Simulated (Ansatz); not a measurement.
# Al: the cost of one run

Method: DFT PBEsol, plane waves, PAW, scalar-relativistic, no spin polarisation, in Ansatz 0.2.0.

## (1) The system as given

The cell holds 19 atoms (Al19): a = 5.728 Å, b = 8.591 Å, c = 15.677 Å, α = 90.00°, β = 90.00°, γ = 60.00°.

Coordinates:

```
Al
1.0
     5.72757    0.00000    0.00000
     4.29567    7.44032    0.00000
     0.00000    0.00000   15.67654
Al
19
Direct
  0.16667 0.11111 0.06379
  0.66667 0.11111 0.06379
  0.16667 0.44444 0.06379
  0.66667 0.44444 0.06379
  0.16667 0.77778 0.06379
  0.66667 0.77778 0.06379
  0.83333 0.22222 0.21295
  0.33333 0.22222 0.21295
  0.83333 0.55556 0.21295
  0.33333 0.55556 0.21295
  0.83333 0.88889 0.21295
  0.33333 0.88889 0.21295
  0.00000 0.00000 0.36210
  0.50000 0.00000 0.36210
  0.00000 0.33333 0.36210
  0.50000 0.33333 0.36210
  0.00000 0.66667 0.36210
  0.50000 0.66667 0.36210
  0.32813 0.90092 0.48394
```

## (2) Preparing the start

input.yaml

```yaml
accuracy: low
crystal:
  lattice:
    - [5.727565, 0.0, 0.0]
    - [4.295674, 7.440325, 0.0]
    - [0.0, 0.0, 15.676537]
  atoms:
    - { symbol: Al, position: [0.1666667, 0.1111111, 0.0637896] }
    - { symbol: Al, position: [0.6666667, 0.1111111, 0.0637896] }
    - { symbol: Al, position: [0.1666667, 0.4444444, 0.0637896] }
    - { symbol: Al, position: [0.6666667, 0.4444444, 0.0637896] }
    - { symbol: Al, position: [0.1666667, 0.7777778, 0.0637896] }
    - { symbol: Al, position: [0.6666667, 0.7777778, 0.0637896] }
    - { symbol: Al, position: [-0.1666667, 0.2222222, 0.2129468] }
    - { symbol: Al, position: [0.3333333, 0.2222222, 0.2129468] }
    - { symbol: Al, position: [-0.1666667, 0.5555556, 0.2129468] }
    - { symbol: Al, position: [0.3333333, 0.5555556, 0.2129468] }
    - { symbol: Al, position: [-0.1666667, 0.8888889, 0.2129468] }
    - { symbol: Al, position: [0.3333333, 0.8888889, 0.2129468] }
    - { symbol: Al, position: [0.0, 0.0, 0.362104] }
    - { symbol: Al, position: [0.5, 0.0, 0.362104] }
    - { symbol: Al, position: [0.0, 0.3333333, 0.362104] }
    - { symbol: Al, position: [0.5, 0.3333333, 0.362104] }
    - { symbol: Al, position: [0.0, 0.6666667, 0.362104] }
    - { symbol: Al, position: [0.5, 0.6666667, 0.362104] }
    - { symbol: Al, position: [0.3281324, 0.9009245, 0.4839422] }
basis:
  ecutwfc: 420.0
kpoints:
  mp_grid: { grid: [3, 2, 1] }
hamiltonian:
  xc: pbesol
scf:
  occupations: { method: fermi_dirac, width: 0.15 }
  lower_state_search: "off"
relax:
  f_tol: 0.08
  max_steps: 25
  adjacent_minimum: "off"
  constraints: [{ sites: [0, 1, 2, 3, 4, 5] }]
output:
  write_density: true
  write_potential: true
  elf: true
  volumetric_format: npy
```

Command:

```bash
ansatz run input.yaml --threads 1 --pin off --max-ram 3072MiB --backend cpu --events-out ev --progress --plain --runs-dir out
```

**Question.** How long does this run take on 1 thread of Arm Neoverse V1, shared host, and how much memory does it need?

About 42 s, with a peak of 0.63 GiB.
